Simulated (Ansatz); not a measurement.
# Sb (Sb, simple cubic): the cost of one run

Program: Ansatz 0.2.0. Level of theory: DFT PBE, plane waves (420 eV) with PAW, scalar-relativistic. These are calculated values, not measurements.

**1. The starting structure**

Symmetry: Pm-3m, No. 221, cubic system. Conventional cell: a = 3.085 Å, b = 3.085 Å, c = 3.085 Å, α = 90.00°, β = 90.00°, γ = 90.00°. Sb (site symmetry m-3m) has 6 Sb at 3.08 Å as nearest neighbours.

As a file:

```cif
data_structure
_symmetry_space_group_name_H-M 'P 1'
_symmetry_Int_Tables_number 1
_cell_length_a 3.0849
_cell_length_b 3.0849
_cell_length_c 3.0849
_cell_angle_alpha 90.000
_cell_angle_beta 90.000
_cell_angle_gamma 90.000
_cell_volume 29.36
loop_
_atom_site_label
_atom_site_type_symbol
_atom_site_fract_x
_atom_site_fract_y
_atom_site_fract_z
_atom_site_occupancy
Sb1 Sb 0.00000 0.00000 0.00000 1
```

**2. Relaxing cell and atoms**

The input, input.yaml:

```yaml
crystal:
  lattice:
    - [3.0848839383, 0.0, 0.0]
    - [0.0, 3.0848839383, 0.0]
    - [0.0, 0.0, 3.0848839383]
  atoms:
    - { symbol: Sb, position: [0.0, 0.0, 0.0] }
hamiltonian:
  xc: pbe
  pseudopotentials:
    kind: paw
    azcp:
      Sb: "pseudopotentials/Sb.paw.azcp"
basis:
  ecutwfc: 420
  fft_grid_basis: typed
kpoints:
  mp_grid: { grid: [10, 10, 10], shift: [0, 0, 0] }
magnetization:
  spin_polarized: false
scf:
  occupations: { method: fermi_dirac, width: 0.1 }
relax:
  max_steps: 60
  f_tol: 0.01
  cell: {}
output:
  write_density: true
  write_potential: true
  elf: true
  volumetric_format: npy
```

Started as:

```
> ansatz run input.yaml --threads 1 --pin off --max-ram 3584MiB --backend cpu --events-out ev --progress --plain --runs-dir out
```

What time and memory should one allow on 1 thread of Intel Xeon Platinum 8259CL at 2.50GHz (Skylake/Cascade Lake), shared host?

About 6.4 s, with a peak of 0.5 GiB.
